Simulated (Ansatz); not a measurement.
# Σ3 (111) boundary in bcc W with Si (substitutional): structure and resistance

Wanted: what the Σ3 (111) boundary in bcc W with Si (substitutional) costs an interconnect.

Calculated with Ansatz 0.2.0; Ansatz plane-wave DFT, PBE, PAW files; relaxation of a bicrystal slab with its lowest layers held; PAW set soft_1, in the first sound run; inputs show where later runs differ.

**1. The starting structure**

The cell holds 21 atoms: 20 W and 1 Si. Cell: a = 4.476 Å, b = 4.476 Å, c = 30.186 Å, α = 90.0°, β = 90.0°, γ = 120.0°. It derives from W. built on the (1 1 1) plane; 2 overlapping atoms removed and the grains opened by 0 Å. Vacuum lies along c.

**2. Relaxing the bicrystal**

The boundary is built by mirroring the lower grain in the boundary plane and removing any atoms that overlap; then the Si is put in at the boundary. A thin bicrystal slab is relaxed first, with the lowest layers held and the upper grain free to shift and open.

File input.yaml:

```yaml
crystal:
  lattice:
    - [4.4757030822, 0.0, 0.0]
    - [-2.2378515411, 3.876072569, 0.0]
    - [0.0, 0.0, 30.185580386]
  atoms:
    - { symbol: W, position: [0.0, 1.0e-10, 0.1656420031] }
    - { symbol: W, position: [0.3333333334, 0.6666666667, 0.195908079] }
    - { symbol: W, position: [0.6666666667, 0.3333333334, 0.2261741548] }
    - { symbol: W, position: [0.0, 1.0e-10, 0.2564402307] }
    - { symbol: W, position: [0.3333333334, 0.6666666667, 0.2867063066] }
    - { symbol: W, position: [0.6666666667, 0.3333333334, 0.3169723824] }
    - { symbol: W, position: [0.0, 0.0, 0.3472384583] }
    - { symbol: W, position: [0.3333333333, 0.6666666667, 0.3775045342] }
    - { symbol: W, position: [0.6666666667, 0.3333333333, 0.40777061] }
    - { symbol: Si, position: [0.0, 0.0, 0.4380366859] }
    - { symbol: W, position: [0.3333333333, 0.6666666667, 0.4985688376] }
    - { symbol: W, position: [0.0, 0.0, 0.5288349135] }
    - { symbol: W, position: [0.6666666667, 0.3333333334, 0.5591009894] }
    - { symbol: W, position: [0.3333333334, 0.6666666667, 0.5893670652] }
    - { symbol: W, position: [0.0, 1.0e-10, 0.6196331411] }
    - { symbol: W, position: [0.6666666667, 0.3333333334, 0.6498992169] }
    - { symbol: W, position: [0.3333333334, 0.6666666667, 0.6801652928] }
    - { symbol: W, position: [0.0, 1.0e-10, 0.7104313687] }
    - { symbol: W, position: [0.6666666667, 0.3333333334, 0.7406974445] }
    - { symbol: W, position: [0.3333333334, 0.6666666668, 0.7709635204] }
    - { symbol: W, position: [1.0e-10, 1.0e-10, 0.8012295963] }
kpoints:
  mp_grid: { grid: [6, 6, 1] }
hamiltonian:
  xc: pbe
  pseudopotentials: { kind: paw, azcp: { folder: soft_1 } }
scf:
  occupations: { method: fermi_dirac, width: 0.1 }
relax:
  f_tol: 0.03
  max_steps: 80
  constraints: [{ sites: [0, 1, 2, 3] }]
```

On the command line:

```sh
$ ansatz run input.yaml --threads 4 --pin off --max-ram 15360MiB --backend cpu --events-out ev --progress --plain --runs-dir out
```

Numbers of over 12 decimals in the logs are rounded to 6 here.

Log:

```text
Engine: ansatz 0.2.0, aarch64-unknown-linux-gnu
Pseudopotentials: kind: paw
Pseudopotential: W, paw, valence charge 14, recommended cutoff 420 eV (normal), soft_1/W.paw.azcp
Pseudopotential: Si, paw, valence charge 4, recommended cutoff 420 eV (normal), soft_1/Si.paw.azcp
Functional definition: PBE
  parameter kappa = 0.804
  parameter beta = 0.066725
  exchange = pbe_x(kappa = kappa, mu = beta*pi^2/3)
  correlation = pbe_c(beta = beta)
Crystal: 21 atoms, lattice volume = 523.664 Å³
Basis set: ecut = 420 eV, 10271 PW (Γ), exchange–correlation on 60×60×432 points (8 copies of the dense FFT grid, shifted against one another)
Bands: 171, of which v1, the nominal top of the filled ones, is band 142 counted from 1 (141 counted from 0)
Symmetry: 6 space group operations
Space group: P3m1 (ITA 156), of the structure as read, at distance tolerance 8.1e-5 Å
k-points: 7 of 36 (time reversal used)
Non-local potential: W, projectors of the file, l = 0: 3, l = 1: 2, l = 2: 2, l = 3: 1
Non-local potential: Si, projectors of the file, l = 0: 2, l = 1: 2, l = 2: 1
PAW form: soft (Blöchl's): semilocal exchange-correlation on the pseudo side does not see the compensation charge
PAW one-centre angular grid: W, 590 points (default); XC on 64 Gauss nodes
PAW one-centre angular grid: Si, 110 points (default); XC on 64 Gauss nodes
Initial density: superposition of atomic densities (neutral atoms: chi_scale 0, normalization atom)
Initial wavefunctions: pseudopotential atomic-orbital guess
Functional: x = pbe(κ = 0.804, μ = 0.219515), c = pbe(β = 0.066725)
SCF iter   1: F=—  HF=-208351.799691 eV  |F-HF|=—  |Δ(HF+E_count)|=         —  Δρ=5.59e-2  dr2=1.04e2  ethr=3.10e-3  ⟨swp⟩=8.9  Hψ=5240  notcnv=0
preconditioner: auto → LDOS  [metal: Δε(μ)=0.028 eV  Ē_g=5.052 eV  σ=0.100 eV  W_gap=0.07  n_scr=124 (ndim 8)  ℏωp=18.1 eV  f_vac=0.271  D(μ)=15.02/eV (n_scr^D=110)  β→1.0]
SCF iter   2: F=—  HF=-208348.921625 eV  |F-HF|=—  |Δ(HF+E_count)|=    2.88e0  Δρ=5.06e-2  dr2=1.64e2  ethr=3.10e-3  ⟨swp⟩=7.1  Hψ=3935  notcnv=0  defer=1
SCF iter   3: F=—  HF=-208342.927856 eV  |F-HF|=—  |Δ(HF+E_count)|=    5.99e0  Δρ=1.23e-2  dr2=2.91e0  ethr=3.10e-3  ⟨swp⟩=4.7  Hψ=2652  notcnv=0  defer=3
SCF iter   4: F=—  HF=-208342.623558 eV  |F-HF|=—  |Δ(HF+E_count)|=   3.04e-1  Δρ=3.76e-3  dr2=1.44e-1  ethr=1.03e-3  ⟨swp⟩=4.6  Hψ=2341  notcnv=0
SCF iter   5: F=—  HF=-208342.609277 eV  |F-HF|=—  |Δ(HF+E_count)|=   1.43e-2  Δρ=2.28e-3  dr2=9.59e-2  ethr=5.09e-5  ⟨swp⟩=3.1  Hψ=2020  notcnv=0
SCF iter   6: F=—  HF=-208342.604093 eV  |F-HF|=—  |Δ(HF+E_count)|=   5.18e-3  Δρ=6.31e-4  dr2=8.18e-3  ethr=3.38e-5  ⟨swp⟩=2.0  Hψ=1512  notcnv=0
SCF iter   7: F=—  HF=-208342.605150 eV  |F-HF|=—  |Δ(HF+E_count)|=   1.06e-3  Δρ=2.34e-4  dr2=9.93e-4  ethr=2.88e-6  ⟨swp⟩=2.7  Hψ=1720  notcnv=0
SCF iter   8: F=—  HF=-208342.605168 eV  |F-HF|=—  |Δ(HF+E_count)|=   1.77e-5  Δρ=9.95e-5  dr2=3.10e-4  ethr=3.50e-7  ⟨swp⟩=2.6  Hψ=1692  notcnv=0
SCF iter   9: F=—  HF=-208342.605159 eV  |F-HF|=—  |Δ(HF+E_count)|=   8.40e-6  Δρ=4.24e-5  dr2=3.96e-5  ethr=1.09e-7  ⟨swp⟩=2.0  Hψ=1624  notcnv=0
SCF iter  10: F=-208342.605157 eV  HF=-208342.605157 eV  |F-HF|=3.31e-7  |Δ(HF+E_count)|=   2.06e-6  Δρ=1.65e-5  dr2=2.62e-6  ethr=7.92e-9  ⟨swp⟩=5.0  Hψ=3603  notcnv=0
SCF 1 converged in 10 iterations: F = -208342.605157 eV  dr2 = 2.62e-6
  greatest PAW one-centre occupation: 0.999 electrons in one spin orbital (limit 2), on the W atom at site 1 (counted from 0), in its partial waves of l = 0
relax step   1: F+E_penalty+E_count = -208342.60515690 eV  Δ(F+E_penalty+E_count) = +0.000e0 eV  max|allowed force component| = 2.300e0 eV/Å  Δτ_max = 0.0000 Å  (10 SCF iters, dr2 threshold 2.25e-5 eV, accepted)
Initial density: handed on by an earlier stage of this run
Initial wavefunctions: those handed on with the density
iter 1 solved again at ethr=1.23e-3 eV; its pass at ethr=3.10e-3 eV (dr2=3.49e0 eV) is discarded
SCF iter   1: F=—  HF=-208343.726255 eV  |F-HF|=—  |Δ(HF+E_count)|=         —  Δρ=1.31e-2  dr2=3.57e0  ethr=1.23e-3  ⟨swp⟩=1.1  Hψ=4419  notcnv=0
preconditioner: auto → LDOS  [metal: Δε(μ)=0.127 eV  Ē_g=4.680 eV  σ=0.100 eV  W_gap=0.31  n_scr=124 (ndim 8)  ℏωp=18.1 eV  f_vac=0.280  D(μ)=12.62/eV (n_scr^D=98)  β→1.0]
SCF iter   2: F=—  HF=-208343.653391 eV  |F-HF|=—  |Δ(HF+E_count)|=   7.29e-2  Δρ=6.86e-3  dr2=1.14e0  ethr=1.23e-3  ⟨swp⟩=3.7  Hψ=2316  notcnv=0
SCF iter   3: F=—  HF=-208343.529962 eV  |F-HF|=—  |Δ(HF+E_count)|=   1.23e-1  Δρ=2.60e-3  dr2=1.06e-1  ethr=4.02e-4  ⟨swp⟩=3.0  Hψ=2194  notcnv=0
SCF iter   4: F=—  HF=-208343.515072 eV  |F-HF|=—  |Δ(HF+E_count)|=   1.49e-2  Δρ=4.97e-4  dr2=3.23e-3  ethr=3.74e-5  ⟨swp⟩=3.0  Hψ=1928  notcnv=0
SCF iter   5: F=—  HF=-208343.516001 eV  |F-HF|=—  |Δ(HF+E_count)|=   9.29e-4  Δρ=1.84e-4  dr2=3.77e-4  ethr=1.14e-6  ⟨swp⟩=2.9  Hψ=2235  notcnv=0
SCF iter   6: F=-208343.516005 eV  HF=-208343.516051 eV  |F-HF|=4.54e-5  |Δ(HF+E_count)|=   4.98e-5  Δρ=8.35e-5  dr2=8.13e-5  ethr=3.52e-8  ⟨swp⟩=3.0  Hψ=4582  notcnv=0
SCF 2 converged in 6 iterations: F = -208343.516005 eV  dr2 = 8.13e-5
  greatest PAW one-centre occupation: 0.999 electrons in one spin orbital (limit 2), on the W atom at site 19 (counted from 0), in its partial waves of l = 0
relax step   2: F+E_penalty+E_count = -208343.51600522 eV  Δ(F+E_penalty+E_count) = -9.108e-1 eV  max|allowed force component| = 9.933e-1 eV/Å  Δτ_max = 0.1949 Å  (6 SCF iters, dr2 threshold 1.00e-4 eV, accepted)
iter 1 solved again at ethr=2.42e-3 eV; its pass at ethr=3.10e-3 eV (dr2=6.87e0 eV) is discarded
SCF iter   1: F=—  HF=-208344.242107 eV  |F-HF|=—  |Δ(HF+E_count)|=         —  Δρ=1.36e-2  dr2=7.01e0  ethr=2.42e-3  ⟨swp⟩=1.1  Hψ=4076  notcnv=0
preconditioner: auto → LDOS  [metal: Δε(μ)=0.027 eV  Ē_g=4.675 eV  σ=0.100 eV  W_gap=0.07  n_scr=124 (ndim 8)  ℏωp=18.1 eV  f_vac=0.282  D(μ)=13.04/eV (n_scr^D=98)  β→1.0]
SCF iter   2: F=—  HF=-208344.093571 eV  |F-HF|=—  |Δ(HF+E_count)|=   1.49e-1  Δρ=5.81e-3  dr2=8.44e-1  ethr=2.42e-3  ⟨swp⟩=3.9  Hψ=1924  notcnv=0
SCF iter   3: F=—  HF=-208344.034940 eV  |F-HF|=—  |Δ(HF+E_count)|=   5.86e-2  Δρ=2.73e-3  dr2=1.36e-1  ethr=2.97e-4  ⟨swp⟩=2.3  Hψ=1957  notcnv=0
SCF iter   4: F=—  HF=-208344.018503 eV  |F-HF|=—  |Δ(HF+E_count)|=   1.64e-2  Δρ=3.62e-4  dr2=1.89e-3  ethr=4.80e-5  ⟨swp⟩=2.0  Hψ=1660  notcnv=0
SCF iter   5: F=—  HF=-208344.019056 eV  |F-HF|=—  |Δ(HF+E_count)|=   5.53e-4  Δρ=1.60e-4  dr2=2.92e-4  ethr=6.65e-7  ⟨swp⟩=3.0  Hψ=2158  notcnv=0
SCF iter   6: F=-208344.019011 eV  HF=-208344.019039 eV  |F-HF|=2.74e-5  |Δ(HF+E_count)|=   1.73e-5  Δρ=5.89e-5  dr2=3.98e-5  ethr=2.17e-8  ⟨swp⟩=3.4  Hψ=4410  notcnv=0
SCF 3 converged in 6 iterations: F = -208344.019011 eV  dr2 = 3.98e-5
relax step   3: F+E_penalty+E_count = -208344.01901109 eV  Δ(F+E_penalty+E_count) = -5.030e-1 eV  max|allowed force component| = 5.957e-1 eV/Å  Δτ_max = 0.1943 Å  (6 SCF iters, dr2 threshold 6.17e-5 eV, accepted)
[...]
relax step   4: F+E_penalty+E_count = -208344.32131698 eV  Δ(F+E_penalty+E_count) = -3.023e-1 eV  max|allowed force component| = 4.112e-1 eV/Å  Δτ_max = 0.1944 Å  (7 SCF iters, dr2 threshold 6.62e-5 eV, accepted)
[...]
relax step   5: F+E_penalty+E_count = -208344.54418192 eV  Δ(F+E_penalty+E_count) = -2.229e-1 eV  max|allowed force component| = 2.724e-1 eV/Å  Δτ_max = 0.1949 Å  (7 SCF iters, dr2 threshold 6.08e-5 eV, accepted)
[...]
relax step   6: F+E_penalty+E_count = -208344.69157146 eV  Δ(F+E_penalty+E_count) = -1.474e-1 eV  max|allowed force component| = 1.875e-1 eV/Å  Δτ_max = 0.1939 Å  (7 SCF iters, dr2 threshold 3.26e-5 eV, accepted)
[...]
relax step   7: F+E_penalty+E_count = -208344.74989035 eV  Δ(F+E_penalty+E_count) = -5.832e-2 eV  max|allowed force component| = 1.124e-1 eV/Å  Δτ_max = 0.1936 Å  (7 SCF iters, dr2 threshold 1.54e-5 eV, accepted)
[...]
relax step   8: F+E_penalty+E_count = -208344.74868488 eV  Δ(F+E_penalty+E_count) = +1.205e-3 eV  max|allowed force component| = 9.530e-2 eV/Å  Δτ_max = 0.0353 Å  (6 SCF iters, dr2 threshold 4.54e-6 eV, rejected (line search))
SCF iter   1: F=—  HF=-208344.752416 eV  |F-HF|=—  |Δ(HF+E_count)|=         —  Δρ=1.26e-3  dr2=3.69e-2  ethr=1.24e-4  ⟨swp⟩=2.0  Hψ=1932  notcnv=0
preconditioner: auto → LDOS  [metal: Δε(μ)=0.032 eV  Ē_g=4.797 eV  σ=0.100 eV  W_gap=0.08  n_scr=124 (ndim 8)  ℏωp=18.1 eV  f_vac=0.304  D(μ)=14.93/eV (n_scr^D=110)  β→1.0]
SCF iter   2: F=—  HF=-208344.751328 eV  |F-HF|=—  |Δ(HF+E_count)|=   1.09e-3  Δρ=6.03e-4  dr2=8.74e-3  ethr=1.30e-5  ⟨swp⟩=2.0  Hψ=1700  notcnv=0
SCF iter   3: F=—  HF=-208344.750594 eV  |F-HF|=—  |Δ(HF+E_count)|=   7.34e-4  Δρ=2.45e-4  dr2=1.40e-3  ethr=3.08e-6  ⟨swp⟩=2.3  Hψ=1678  notcnv=0
SCF iter   4: F=—  HF=-208344.750463 eV  |F-HF|=—  |Δ(HF+E_count)|=   1.31e-4  Δρ=4.63e-5  dr2=3.83e-5  ethr=4.94e-7  ⟨swp⟩=2.9  Hψ=1823  notcnv=0
SCF iter   5: F=—  HF=-208344.751572 eV  |F-HF|=—  |Δ(HF+E_count)|=   1.11e-3  Δρ=1.59e-5  dr2=2.85e-6  ethr=1.35e-8  ⟨swp⟩=3.0  Hψ=2119  notcnv=0
SCF iter   6: F=—  HF=-208344.751572 eV  |F-HF|=—  |Δ(HF+E_count)|=   1.55e-8  Δρ=5.55e-6  dr2=3.64e-7  ethr=1.00e-9  ⟨swp⟩=2.4  Hψ=1885  notcnv=0
SCF iter   7: F=-208344.751572 eV  HF=-208344.751572 eV  |F-HF|=4.57e-9  |Δ(HF+E_count)|=   9.66e-9  Δρ=2.28e-6  dr2=6.99e-8  ethr=3.52e-11  ⟨swp⟩=5.4  Hψ=4264  notcnv=0
SCF 9 converged in 7 iterations: F = -208344.751572 eV  dr2 = 6.99e-8
relax step   9: F+E_penalty+E_count = -208344.75157203 eV  Δ(F+E_penalty+E_count) = -1.682e-3 eV  max|allowed force component| = 7.427e-3 eV/Å  Δτ_max = 0.0119 Å  (7 SCF iters, accepted)
SCF converged after 7 iterations
Free energy (F): -208344.751572 eV
Harris-Foulkes:  -208344.751572 eV  (|F-HF|=4.57e-9)
Internal energy: -208344.270332 eV  (E = F + TS)
E sigma→0 (E₀):  -208344.510952 eV
Entropy (-TS):   -0.481240 eV (-22.916 meV/atom)
Fermi energy:    12.379637 eV
--- Per-component energies (eV) ---
  E_band       = -4421.749829
  E_kinetic    = 8456.204230
  E_local      = -266240.574426  (includes V_loc(G=0)·N_el)
  E_nonlocal   = -481.790316
  E_hartree    = 130875.624636
  E_xc         = -5397.095584
  E_vxc        = -4656.825241  (∫ρ·V_xc dr)
  E_paw        = -172067.602930  (= ΣΔE_a)
  E_vpaw       = -3249.971168  (= ΣTr[D̂ρ^β])
  E_aug_tail   = 0.003004  (compensation charges beyond the density's cutoff)
  E_ewald      = 96510.961054
  E_smearing   = -0.481240  (= −TS)
  E_closure    = -0.000000  (closes the sum)
  Σ components = -208344.751572   (vs F -208344.751572, Δ=0.00e0)
--- Forces (eV/Å), atoms counted from 1 ---
  atom   1  W      0.00000000     0.00000000     2.33815054
  atom   2  W      0.00000000    -0.00000000     0.03820288
  atom   3  W     -0.00000000    -0.00000000    -1.36442974
  atom   4  W     -0.00000000    -0.00000000    -1.00729253
  atom   5  W      0.00000000    -0.00000000    -0.00742658
  atom   6  W      0.00000000     0.00000000    -0.00600012
  atom   7  W     -0.00000000    -0.00000000     0.00441041
  atom   8  W      0.00000000     0.00000000     0.00580725
  atom   9  W      0.00000000     0.00000000     0.00038951
  atom  10  Si     0.00000000     0.00000000    -0.00079614
  atom  11  W      0.00000000    -0.00000000     0.00568665
  atom  12  W     -0.00000000    -0.00000000     0.00338026
  atom  13  W      0.00000000     0.00000000    -0.00333760
  atom  14  W      0.00000000     0.00000000    -0.00355020
  atom  15  W     -0.00000000    -0.00000000    -0.00066472
  atom  16  W      0.00000000     0.00000000    -0.00555134
  atom  17  W      0.00000000    -0.00000000     0.00425277
  atom  18  W      0.00000000     0.00000000    -0.00165120
  atom  19  W      0.00000000    -0.00000000     0.00115985
  atom  20  W      0.00000000    -0.00000000    -0.00149917
  atom  21  W      0.00000000     0.00000000     0.00077259
  max |Σ_I F_I| component: 1.33e-5 eV/Å
--- Relaxed structure (9 steps of the walk, 8 accepted, 0 SCFs on fresh bases) ---
  F+E_penalty+E_count = -208344.75157203 eV   max|allowed force component| = 7.427e-3 eV/Å
  atoms:
    - { symbol: W, position: [8.569479121237499e-19, -3.622432035228994e-18, 0.165642] }
    - { symbol: W, position: [0.333333, 0.666667, 0.195908] }
    - { symbol: W, position: [0.666667, 0.333333, 0.226174] }
    - { symbol: W, position: [8.569479121237499e-19, -3.622432035228994e-18, 0.256440] }
    - { symbol: W, position: [0.333333, 0.666667, 0.286610] }
    - { symbol: W, position: [0.666667, 0.333333, 0.318875] }
    - { symbol: W, position: [-6.680977960155555e-18, 0, 0.346009] }
    - { symbol: W, position: [0.333333, 0.666667, 0.380696] }
    - { symbol: W, position: [0.666667, 0.333333, 0.412481] }
    - { symbol: Si, position: [-1.7834062470338584e-17, 0, 0.426797] }
    - { symbol: W, position: [0.333333, 0.666667, 0.471421] }
    - { symbol: W, position: [-3.0940005216150097e-17, 0, 0.505833] }
    - { symbol: W, position: [0.666667, 0.333333, 0.532657] }
    - { symbol: W, position: [0.333333, 0.666667, 0.563193] }
    - { symbol: W, position: [-2.6297334306085736e-17, -3.6224320352289964e-18, 0.595262] }
    - { symbol: W, position: [0.666667, 0.333333, 0.625195] }
    - { symbol: W, position: [0.333333, 0.666667, 0.656302] }
    - { symbol: W, position: [-2.635308759299922e-17, -3.622432035228998e-18, 0.686010] }
    - { symbol: W, position: [0.666667, 0.333333, 0.721271] }
    - { symbol: W, position: [0.333333, 0.666667, 0.745204] }
    - { symbol: W, position: [-4.002809174892193e-17, 2.058346038690962e-18, 0.769486] }
```

It took 2.7 min on 4 threads of Arm Neoverse V1, shared host; peak memory 1.9 GiB; 11 min of CPU time.

Step by step:

```csv
step,energy less that of the first step (eV),largest force component (eV/Å)
1,0.0000,2.2999
2,-0.9108,0.9933
3,-1.4139,0.5957
4,-1.7162,0.4112
5,-1.9390,0.2724
6,-2.0864,0.1875
7,-2.1447,0.1124
8,-2.1435,0.0953
9,-2.1464,0.0074
```

Relaxation step 8 was tried and not accepted.

The run keeps the 6 symmetry operations that it works with, so distortions that break them were not tested.

The atoms that moved most (Å):

```csv
atom,dx,dy,dz,length
W21,0.000,0.000,-0.958,0.958
W11,0.000,0.000,-0.819,0.819
W13,0.000,0.000,-0.798,0.798
W14,0.000,0.000,-0.790,0.790
W20,0.000,0.000,-0.778,0.778
W16,0.000,0.000,-0.746,0.746
W18,0.000,0.000,-0.737,0.737
W15,0.000,0.000,-0.736,0.736
```

Numbers from this step:

```yaml
free_energy: -208344.7516 eV
energy_at_zero_smearing: -208344.5110 eV
fermi_energy: 12.38 eV
```

The largest force component on a free atom ends at 0.0074 eV/Å, under the tolerance of 0.03, after 9 steps.

(Continued in part 2 of 2.)

[Logs are printed without paths, hosts, clocks, repeated set-up lines and the standing remarks that a program may print on its own settings, such as how far it seeks lower states.]

[Hosts, paths, dates, database ids (printed as entryN), source tags and the programs' standing remarks are cut or masked in the printed files.]
